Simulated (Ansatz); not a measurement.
CsBr (CsCl type)

```xyz
4
Lattice="8.7779 0.0000 0.0000 4.3890 4.3890 0.0000 4.3890 0.0000 4.3890" Properties=species:S:1:pos:R:3 pbc="T T T"
Cs     0.0000     0.0000     0.0000
Cs     4.3890     0.0000     0.0000
Br    10.9724     2.1945     2.1945
Br     6.5835     2.1945     2.1945
```

A phonon eigenvector at R = (0.5, 0.5, 0.5) is frozen into this cell: atom i moves by Q times the vector below, so Q is the largest atomic displacement, in Å. The cell is held. It is one choice among 3 degenerate patterns. (q is in reciprocal vectors of the primitive cell; the cell shown is doubled to hold the pattern.)

```csv
atom,x,y,z
Cs1,0.000,0.000,-1.000
Cs2,0.000,0.000,1.000
```

Atoms not listed stay in place.

Method: PBE (plane waves to 420 eV, PAW, scalar-relativistic; Ansatz, a quantum-chemistry and plane-wave program). k mesh 8×8×8 (Γ-centred), Fermi-Dirac smearing 0.05 eV. CsBr was relaxed with its symmetry unable to fall. 

| Q (Å) | −dE/dQ from forces (eV/Å) |
|---|---|
| -0.180 | 0.488 |
| -0.150 | 0.399 |
| -0.120 | 0.314 |
| -0.090 | 0.233 |
| -0.060 | 0.154 |
| -0.030 | 0.077 |
| 0.000 | 0.000 |
| 0.030 | -0.077 |
| 0.060 | -0.154 |
| 0.090 | -0.233 |
| 0.120 | -0.314 |
| 0.150 | -0.399 |
| 0.180 | -0.488 |

**Question.** What harmonic wavenumber does the curvature at Q = 0 give?

**Answer.** 51 cm⁻¹. E″ = 2.55 eV/Å², M = Σ mᵢ|uᵢ|² = 265.8 u, ν̃ = 521.5·√(|E″|/M).

(A displaced cell: forces are minus the slopes of the energy, force constants its curvatures, and phonons follow from these.)
